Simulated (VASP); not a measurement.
# Ce (Cmcm) in VASP: single point with LDA

Aim: the single point of Ce with LDA.

Everything below comes from runs of VASP 6.6.1. Logs are shortened: lines on timing, memory, paths and dates and some standing lists are left out, and cuts for length are marked.

## Step 1: Starting point

The structure is orthorhombic, space group Cmcm (No. 63). Conventional cell: a = 3.150 Å, b = 6.173 Å, c = 5.221 Å, α = 90.00°, β = 90.00°, γ = 90.00°. Ce (site symmetry m2m) has 4 Ce at 2.87 to 3.15 Å as nearest neighbours.

This isn't the form of Ce at room conditions, which is fcc.

## Step 2: Single point, LDA, collinear spin, typed start

File INCAR:

```
PREC     = Accurate       # precision mode
ENCUT    = 520            # plane-wave cutoff, eV
EDIFF    = 1E-7           # SCF threshold, eV
ISMEAR   = -5             # smearing method
SIGMA    = 0.1            # smearing width, eV
LREAL    = False          # projectors in reciprocal space
LASPH    = True           # aspherical terms in the spheres
NELM     = 150            # most SCF steps
ALGO     = Fast           # electronic algorithm
ISIF     = 2              # what is computed and relaxed
LWAVE    = False          # write WAVECAR
LCHARG   = False          # write CHGCAR
ISPIN    = 2              # spin polarisation
MAGMOM   = 1 -1           # initial moments
LORBIT   = 11             # projections on sites
LMAXMIX  = 6              # l up to which the mixer works
NBANDS   = 23             # bands
```

File KPOINTS:

```
regular mesh
0
Gamma
  7 7 4
```

File POSCAR:

```
Ce
1.0
    1.5751146900     -3.0862938500      0.0000000000
    1.5751146900      3.0862938500      0.0000000000
    0.0000000000      0.0000000000      5.2209821000
Ce
2
Direct
    0.0968532800      0.9031467200      0.7500000000
    0.9031467200      0.0968532800      0.2500000000
```

Potentials or basis: VASP PAW LDA potentials, release 64 (Ce).

Launch:

```sh
> cat potpaw_LDA.64/Ce/POTCAR > POTCAR
> mpirun -np 1 vasp_std > vasp.out
```

OUTCAR:

```text
PREC = Accurate
   ENCUT = 520
   EDIFF = 1E-7
   ISMEAR = -5
   LREAL = False
   LASPH = True
   NELM = 150
   ISIF = 2
   ISPIN = 2
   LORBIT = 11

 ion  position               nearest neighbor table
   1  0.097  0.903  0.750-   2 2.87   2 2.87
   2  0.903  0.097  0.250-   1 2.87   1 2.87

  LATTYP: Found a base centered orthorhombic cell.
 ALAT       =     3.1502293800
 B/A-ratio  =     1.9594089685
 C/A-ratio  =     1.6573339494

  Lattice vectors:

 A1 = (   1.5751146900,  -3.0862938500,   0.0000000000)
 A2 = (   1.5751146900,   3.0862938500,   0.0000000000)
 A3 = (   0.0000000000,   0.0000000000,   5.2209821000)

Analysis of symmetry for initial positions (statically):
=====================================================================
 Subroutine PRICEL returns:
 Original cell was already a primitive cell.

 Routine SETGRP: Setting up the symmetry group for a
 base centered orthorhombic supercell.

 Subroutine GETGRP returns: Found  8 space group operations
 (whereof  4 operations were pure point group operations)
 out of a pool of  8 trial point group operations.

The static configuration has the point symmetry C_2h.
 The point group associated with its full space group is D_2h.

Analysis of symmetry for dynamics (positions and initial velocities):
=====================================================================
 Subroutine PRICEL returns:
 Original cell was already a primitive cell.

 Routine SETGRP: Setting up the symmetry group for a
 base centered orthorhombic supercell.

 Subroutine GETGRP returns: Found  8 space group operations
 (whereof  4 operations were pure point group operations)
 out of a pool of  8 trial point group operations.

The dynamic configuration has the point symmetry C_2h.
 The point group associated with its full space group is D_2h.

Analysis of structural, dynamic, and magnetic symmetry:
=====================================================================
 Subroutine PRICEL returns:
 Original cell was already a primitive cell.

 Routine SETGRP: Setting up the symmetry group for a
 base centered orthorhombic supercell.

 Subroutine GETGRP returns: Found  8 space group operations
 (whereof  4 operations were pure point group operations)
 out of a pool of  8 trial point group operations.

The overall configuration has the point symmetry C_2h.
 The point group associated with its full space group is D_2h.

 Subroutine INISYM returns: Found  8 space group operations
 (whereof  4 operations are pure point group operations),
 and found     1 'primitive' translations

----------------------------------------------------------------------------------------

                                     Primitive cell

  volume of cell :      50.7612

  direct lattice vectors                    reciprocal lattice vectors
     1.575114690 -3.086293850  0.000000000     0.317437202 -0.162006609  0.000000000
     1.575114690  3.086293850  0.000000000     0.317437202  0.162006609  0.000000000
     0.000000000  0.000000000  5.220982100     0.000000000  0.000000000  0.191534846

  length of vectors
     3.464995817  3.464995817  5.220982100     0.356388157  0.356388157  0.191534846

  position of ions in fractional coordinates (direct lattice)
     0.096853280  0.903146720  0.750000000
     0.903146720  0.096853280  0.250000000

  ion indices of the primitive-cell ions
   primitive index   ion index
                 1           1
                 2           2

----------------------------------------------------------------------------------------

 KPOINTS: regular mesh

Automatic generation of k-mesh.
 Grid dimensions read from file:
 generate k-points for:    7    7    4

 Generating k-lattice:

  Cartesian coordinates                     Fractional coordinates (reciprocal lattice)
     0.045348172 -0.023143801  0.000000000     0.142857143  0.000000000  0.000000000
     0.045348172  0.023143801  0.000000000     0.000000000  0.142857143  0.000000000
     0.000000000  0.000000000  0.047883711     0.000000000  0.000000000  0.250000000

  Length of vectors
     0.050912594  0.050912594  0.047883711

  Shift w.r.t. Gamma in fractional coordinates (k-lattice)
     0.000000000  0.000000000  0.000000000

 TETIRR: Found    294 inequivalent tetrahedra from     1176

 Subroutine IBZKPT returns following result:
 ===========================================

 Found     48 irreducible k-points:

 Following reciprocal coordinates:
            Coordinates               Weight
  0.000000  0.000000  0.000000      1.000000
  0.142857  0.000000  0.000000      4.000000
  0.285714  0.000000  0.000000      4.000000
  0.428571  0.000000  0.000000      4.000000
  0.142857  0.142857  0.000000      2.000000
  0.285714  0.142857  0.000000      4.000000
[... 16 lines left out ...]
  0.428571  0.142857  0.250000      8.000000
 -0.428571  0.142857  0.250000      8.000000
 [... further k-points ...]
   k-points           NKPTS =     48   k-points in BZ     NKDIM =     48   number of bands    NBANDS=     23
   number of dos      NEDOS =    301   number of ions     NIONS =      2
   total plane-waves  NPLWV =  31360
   dimension x,y,z NGX =    28 NGY =   28 NGZ =   40
   dimension x,y,z NGXF=    56 NGYF=   56 NGZF=   80
   ions per type =               2
   NGX,Y,Z   is equivalent  to a cutoff of  13.43, 13.43, 12.74 a.u.
   NGXF,Y,Z  is equivalent  to a cutoff of  26.87, 26.87, 25.47 a.u.
 SYSTEM =  unknown system
   PREC   = accura    normal or accurate (medium, high low for compatibility)
   ISTART =      0    job   : 0-new  1-cont  2-samecut
   ICHARG =      2    charge: 1-file 2-atom 10-const
   ISPIN  =      2    spin polarized calculation?
   LNONCOLLINEAR =      F non collinear calculations
   LSORBIT =      F    spin-orbit coupling
   LASPH  =      T    aspherical Exc in radial PAW
   ENCUT  =  520.0 eV  38.22 Ry    6.18 a.u.   6.44  6.44  9.71*2*pi/ulx,y,z
   NELM   =    150;   NELMIN=  2; NELMDL= -5     # of ELM steps
   EDIFF  = 0.1E-06   stopping-criterion for ELM
   LREAL  =      F    real-space projection
   EDIFFG = 0.1E-05   stopping-criterion for IOM
   NSW    =      0    number of steps for IOM
   IBRION =     -1    ionic relax: 0-MD 1-quasi-New 2-CG
   NFREE  =      0    steps in history (QN), initial steepest desc. (CG)
   ISIF   =      2    stress and relaxation
   ISYM   =      2    0-nonsym 1-usesym 2-fastsym
   POTIM  = 0.5000    time-step for ionic-motion
   TEBEG  =    0.0;   TEEND  =   0.0 temperature during run
   PSTRESS=    0.0 pullay stress
   NELECT =      24.0000    total number of electrons
   NUPDOWN=      -1.0000    fix difference up-down
   EMIN   =  10.00;   EMAX   =-10.00  energy-range for DOS
   EFERMI =   0.00;   METHOD = LEGACY
   ISMEAR =    -5;   SIGMA  =   0.10  broadening in eV -4-tet -1-fermi 0-gaus
   EFERMI_NEDOS =   21; number of points for ismear=-14 and -15
   IALGO  =     68    algorithm
   IMIX   =      4    mixing-type and parameters
     AMIX     =   0.40;   BMIX     =  1.00
     AMIX_MAG =   1.60;   BMIX_MAG =  1.00
  volume/ion in A,a.u.               =      25.38       171.28
  Fermi-wavevector in a.u.,A,eV,Ry     =   1.275366  2.410091 22.130657  1.626557
  Thomas-Fermi vector in A             =   2.408082
   LORBIT       =     11    0 simple, 1 ext, 2 COOP (PROOUT), +10 PAW based schemes
   GGA     = CA    functional components
   LHFCALC =     F    Hartree Fock is set to
   AEXX    =    0.0000 exact exchange contribution
   IVDW    =     0    specifies the selected vdW correction
   LEPSILON=     F    determine dielectric tensor
   LRPA    =     F    only Hartree local field effects (RPA)
 spin polarized calculation
 RMM-DIIS sequential band-by-band and
 Fermi weights with tetrahedron method with Bloechl corrections
  energy-cutoff  :      520.00
  volume of cell :       50.76
 maximum number of plane-waves:      1385
 NGX is ok and might be reduce to    28
   NGX = 13   NGY = 13   NGZ = 19

 number of electron      24.0000000 magnetization      -0.0000000

 number of electron      24.0000000 magnetization       0.0000000

 Free energy of the ion-electron system (eV)
  ---------------------------------------------------
  ext. energy  EPLUGINS =         0.00000000
  ---------------------------------------------------
  free energy    TOTEN  =       -13.70194855 eV

  energy without entropy =      -13.70194855  energy(sigma->0) =      -13.70194855

 E-fermi :   9.3541     XC(G=0): -11.6777

 val. band max:        9.4386869153   @ k =  -0.2857   0.2857   0.2500
 cond. band min:       9.3209904151   @ k =  -0.2857   0.1429   0.2500
 fundamental gap:     -0.1176965002
 Fermi energy:         9.3540749517

 spin component 1

 k-point     1 :       0.0000    0.0000    0.0000
  band No.  band energies     occupation
      1     -25.2983      1.00000
      2     -24.3740      1.00000
      3      -9.8963      1.00000
      4      -7.0319      1.00000
      5      -6.4200      1.00000
      6      -6.3729      1.00000
[... 613 lines left out ...]
     22      10.4272      0.00000
     23      10.5203      0.00000

 [... further k-points ...]

 spin component 2

 k-point     1 :       0.0000    0.0000    0.0000
  band No.  band energies     occupation
      1     -25.2983      1.00000
      2     -24.3740      1.00000
      3      -9.8963      1.00000
      4      -7.0319      1.00000
      5      -6.4200      1.00000
      6      -6.3729      1.00000
[... 613 lines left out ...]
     22      10.4080      0.00000
     23      10.5281      0.00000

 [... further k-points ...]

------------------------ aborting loop because EDIFF is reached ----------------------------------------

  FORCE on cell =-STRESS in cart. coord.  units (eV):
  Direction    XX          YY          ZZ          XY          YZ          ZX
  --------------------------------------------------------------------------------------
  -------------------------------------------------------------------------------------
  Total       -1.6350610     -1.5707716     -1.8555545      0.0000000      0.0000000      0.0000000
  in kB      -51.6075069    -49.5783382    -58.5669540      0.0000000      0.0000000      0.0000000
  external PRESSURE =     -53.2509330 kB  Pullay stress =       0.0000000 kB

 VOLUME and BASIS-vectors are now :
 -----------------------------------------------------------------------------
  energy-cutoff  :      520.00
  volume of cell :       50.76
      direct lattice vectors                 reciprocal lattice vectors
     1.575114690 -3.086293850  0.000000000     0.317437202 -0.162006609  0.000000000
     1.575114690  3.086293850  0.000000000     0.317437202  0.162006609  0.000000000
     0.000000000  0.000000000  5.220982100     0.000000000  0.000000000  0.191534846

 POSITION                                       TOTAL-FORCE (eV/Angst)
 -----------------------------------------------------------------------------------
      1.57511      2.48846      3.91574         0.000000      0.020226      0.000000
      1.57511     -2.48846      1.30525         0.000000     -0.020226     -0.000000
 -----------------------------------------------------------------------------------
    total drift:                                0.000000      0.000000     -0.000000

  FREE ENERGIE OF THE ION-ELECTRON SYSTEM (eV)
  ---------------------------------------------------
  free  energy   TOTEN  =       -13.7019485489 eV

  energy  without entropy=      -13.7019485489  energy(sigma->0) =      -13.70194855

 total charge

# of ion       s       p       d       f       tot
--------------------------------------------------
    1        2.063   5.556   1.349   1.087  10.056
    2        2.063   5.556   1.349   1.087  10.056
--------------------------------------------------
tot          4.127  11.113   2.698   2.173  20.111

 magnetization (x)

# of ion       s       p       d       f       tot
--------------------------------------------------
    1       -0.000   0.000  -0.001   0.004   0.004
    2        0.000  -0.000   0.001  -0.004  -0.004
--------------------------------------------------
tot          0.000   0.000   0.000   0.000   0.000
```

It took 5.8 min on 1 thread of Intel Xeon Platinum 8559C (Emerald Rapids), shared host; peak memory 0.25 GiB.

Results:

- Free energy: -13.7019 eV
- Pressure: -5.3 GPa
- Largest force: 0.020 eV/Å
- Band gap on the k mesh: none (metal or under the smearing width)
- Net moment: 0.00 μB per cell
- Valence electrons inside the program's atomic spheres: Ce 10.06

Forces on the atoms (eV/Å):
```
Ce   0.000  0.020  0.000
Ce   0.000 -0.020  0.000
```

Stress tensor (GPa, compression positive):
```
-5.16  0.00  0.00
 0.00 -4.96  0.00
 0.00  0.00 -5.86
```

Levels at points of the mesh, in eV from the Fermi level:
Spin up:
```csv
k point,band 9,band 10,band 11,band 12,band 13,band 14,band 15,band 16
"(0.00, 0.00, 0.00)",-2.58,-1.79,-0.16,0.02,0.02,0.03,0.28,0.68
"(0.00, 0.00, 0.50)",-1.80,-1.79,-0.13,-0.13,0.15,0.15,0.58,0.58
```
Spin down:
```tsv
k point	band 9	band 10	band 11	band 12	band 13	band 14	band 15	band 16
(0.00, 0.00, 0.00)	-2.58	-1.79	-0.16	0.02	0.02	0.03	0.28	0.68
(0.00, 0.00, 0.50)	-1.80	-1.79	-0.13	-0.13	0.15	0.15	0.58	0.58
```

Caveat: the magnetic or orbital state may not be the lowest; spin-orbit coupling is left out, which moves the levels of the heavy elements; tetrahedron occupations give inexact forces and stress in metals. The state reached can hang on the start; a lower one may exist.
